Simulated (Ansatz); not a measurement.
Structure: SnSe2, CdI2 type, at its r2SCAN+rVV10 minimum. The symmetry is P-3m1 (No. 164, trigonal); conventional cell a = 3.825 Å, c = 6.227 Å, 26.30 Å³ an atom. Around Sn lie 6 Se at 2.71 Å; around Se lie 3 Sn at 2.71 Å.

```
Sn Se
1.0
     3.82515    0.00000    0.00000
    -1.91257    3.31268    0.00000
     0.00000    0.00000    6.22708
Sn Se
1 2
Direct
  0.00000 0.00000 0.00000
  0.33333 0.66667 0.25308
  0.66667 0.33333 0.74692
```

4 runs of Ansatz on this cell differ in the functional (and in the settings that go with it). Levels are in eV from each run's valence top; v1 is the last filled band, c1 the first empty one.

Run A, mean stress +0.2 GPa (compression positive):
```tsv
point	v4	v3	v2	v1	c1	c2
Γ	-0.60	-0.30	-0.30	-0.12	1.91	4.09
M	-3.06	-2.63	-1.27	-0.27	1.88	4.80
K	-3.75	-3.43	-1.62	-1.62	2.02	7.52
A	-0.71	-0.71	-0.13	-0.13	3.35	4.03
```

Run B, mean stress -1.6 GPa (compression positive):
```tsv
point	v4	v3	v2	v1	c1	c2
Γ	-0.58	-0.29	-0.29	-0.13	0.79	2.91
M	-2.93	-2.49	-1.31	-0.27	1.05	3.59
K	-3.58	-3.26	-1.57	-1.57	1.10	6.22
A	-0.68	-0.68	-0.13	-0.13	2.31	2.80
```

Run C, mean stress +0.9 GPa (compression positive):
```tsv
point	v4	v3	v2	v1	c1	c2
Γ	-0.59	-0.31	-0.31	-0.11	1.44	3.58
M	-2.93	-2.54	-1.23	-0.28	1.41	4.27
K	-3.60	-3.31	-1.55	-1.55	1.52	6.88
A	-0.69	-0.69	-0.15	-0.15	2.82	3.52
```

Run D, mean stress +1.8 GPa (compression positive):
```tsv
point	v4	v3	v2	v1	c1	c2
Γ	-0.58	-0.29	-0.29	-0.13	1.50	3.61
M	-3.02	-2.56	-1.28	-0.27	1.62	4.31
K	-3.69	-3.36	-1.61	-1.61	1.74	7.00
A	-0.69	-0.69	-0.13	-0.13	2.98	3.52
```

Problem. Match the runs to LDA, r2SCAN, r2SCANh, DDH-PBE0.

Solution. A is r2SCANh, B is LDA, C is r2SCAN, D is DDH-PBE0. In order of the gap: LDA 0.48, r2SCAN 0.92, DDH-PBE0 1.10, r2SCANh 1.39 eV.

Spin-unpolarised throughout; all numbers are computed.

Spin-orbit coupling is left out, which matters wherever the heavy atoms make up the band edges.

The program warns that its thresholds are loose for a hybrid's stress.

The meshes of the hybrids are coarse, so their gaps aren't converged to the digits shown.
